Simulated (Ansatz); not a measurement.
Planning a run of Ansatz 0.2.0 on GaN (P6_3mc). The input:

```yaml
crystal:
  lattice:
    - [3.19, 0.0, 0.0]
    - [-1.595, 2.7626210381, 0.0]
    - [0.0, 0.0, 5.189]
  atoms:
    - { symbol: Ga, position: [0.6666666667, 0.3333333333, 0.0] }
    - { symbol: Ga, position: [0.3333333333, 0.6666666667, 0.5] }
    - { symbol: "N", position: [0.6666666667, 0.3333333333, 0.375] }
    - { symbol: "N", position: [0.3333333333, 0.6666666667, 0.875] }
kpoints:
  mp_grid: { grid: [12, 12, 6] }
hamiltonian:
  xc: pbe
  pseudopotentials: { kind: paw, azcp: { folder: soft_1 } }
scf:
  occupations: { method: fixed }
gw:
  n_empty_bands: 103
  ecut_chi: 100
  qp_bands: [v2, c2]
  qp_kpoints: band_edges
  screening: { model: contour_deformation }
```

The database entry behind the starting cell has ideal inner coordinates that were not refined, so it need not match the best structure at ambient conditions.

```sh
ansatz run input.yaml --threads 3 --pin off --max-ram 92160MiB --backend cuda --events-out ev --progress --plain --runs-dir out --devices 1 --max-vram 13GiB
```

How long will it take on 1 × NVIDIA H100 80GB HBM3 (shared by 6 runs) with 3 threads of AMD EPYC 7R13 (Zen 3), shared host, and how much memory?

It took 3.8 min; on shared hardware allow 1.9 min to 7.5 min. Peak host memory was 1.5 GiB. The sizes that set the cost: 917 plane waves a state, 76 irreducible k points, 121 bands summed, 99 plane waves in the screening and 9 SCF cycles.

The screening grows as filled bands × empty bands × pairs of k points, times the square of the screening basis for the matrix.

[Paths, hosts, dates, memory and timing lines, banners, echoed tables and standing remarks are left out of the program output.]

[Logs are printed without paths, hosts, clocks, repeated set-up lines and the standing remarks that a program may print on its own settings, such as how far it seeks lower states.]

[Runs of the session that timed out or met a known fault of the program may be left out.]

[Cells called generated may have been cut or substituted from an entry of the Crystallography Open Database or the Materials Project.]

[Hosts, paths, dates, database ids (printed as entryN), source tags and the programs' standing remarks are cut or masked in the printed files.]
